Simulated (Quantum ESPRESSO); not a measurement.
Write the native input for Quantum ESPRESSO 7.5 that does the following.

| Item | Value |
| --- | --- |
| Task | real-space fields |
| Functional | SOGGA |
| Potentials or basis | PseudoDojo 0.4 FR PBE stringent |
| Cutoff | 1061 eV |
| Density cutoff | 4245 eV |
| k mesh | 10 × 10 × 10 |
| Occupations | tetrahedra |
| Spin | spin-orbit coupling, no magnetisation |
| Most SCF iterations | 120 |
| SCF threshold | 2e-10 Ry |
| Mixing beta | 0.05 |

The system is Sc.

```
Sc
1.0
    -1.96703    1.96703    1.76224
     1.96703   -1.96703    1.76224
     1.96703    1.96703   -1.76224
Sc
1
Direct
  0.00000 0.00000 0.00000
```

This isn't the form of Sc at room conditions, which is hcp.

The cell isn't the ideal one: volume scaled by 1.08.

These files were run (other wordings do the same):

pw.in

```
&CONTROL
  calculation = 'scf'
  prefix = 'pwscf'
  outdir = './tmp'
  pseudo_dir = './pseudo'
  tprnfor = .true.
  tstress = .true.
  disk_io = 'low'
/
&SYSTEM
  ibrav = 0
  nat = 1
  ntyp = 1
  ecutwfc = 78
  nbnd = 22
  input_dft = 'XC-000I-000I-150L-130L-000I-000I'
  occupations = 'tetrahedra'
  noncolin = .true.
  lspinorb = .true.
/
&ELECTRONS
  conv_thr = 2d-10
  electron_maxstep = 120
  mixing_beta = 0.05
/
ATOMIC_SPECIES
Sc    44.9559 Sc.upf
CELL_PARAMETERS angstrom
  -1.9670251594    1.9670251594    1.7622358896
   1.9670251594   -1.9670251594    1.7622358896
   1.9670251594    1.9670251594   -1.7622358896
ATOMIC_POSITIONS crystal
Sc     0.0000000000    0.0000000000    0.0000000000
K_POINTS automatic
10 10 10 0 0 0
```

pp_density.in

```
&INPUTPP
  prefix = 'pwscf'
  outdir = './tmp'
  filplot = 'density.dat'
  plot_num = 0
/
&PLOT
  nfile = 1
  filepp(1) = 'density.dat'
  iflag = 3
  output_format = 6
  fileout = 'density.cube'
/
```

pp_potential.in

```
&INPUTPP
  prefix = 'pwscf'
  outdir = './tmp'
  filplot = 'potential.dat'
  plot_num = 11
/
&PLOT
  nfile = 1
  filepp(1) = 'potential.dat'
  iflag = 3
  output_format = 6
  fileout = 'potential.cube'
/
```

pp_potential_ks.in

```
&INPUTPP
  prefix = 'pwscf'
  outdir = './tmp'
  filplot = 'potential_ks.dat'
  plot_num = 1
/
&PLOT
  nfile = 1
  filepp(1) = 'potential_ks.dat'
  iflag = 3
  output_format = 6
  fileout = 'potential_ks.cube'
/
```

Potentials or basis: PseudoDojo 0.4 FR PBE stringent.

The run is started by

```sh
$ OMP_NUM_THREADS=1 pw.x -in pw.in > pw.out
$ OMP_NUM_THREADS=1 pp.x -in pp_density.in > pp_density.out
$ OMP_NUM_THREADS=1 pp.x -in pp_potential.in > pp_potential.out
$ OMP_NUM_THREADS=1 pp.x -in pp_potential_ks.in > pp_potential_ks.out
```

Results of the run:

The pressure is -5.9 GPa. The band gap on the k mesh is none (metal or under the smearing width).

Caveat: the potentials were made for another functional, which shifts forces and pressure; SOGGA exchange is joined with the correlation of PBE here.

Wall time 4.2 min on 1 thread of Arm Neoverse V1 (shared host), peak memory 0.22 GiB.
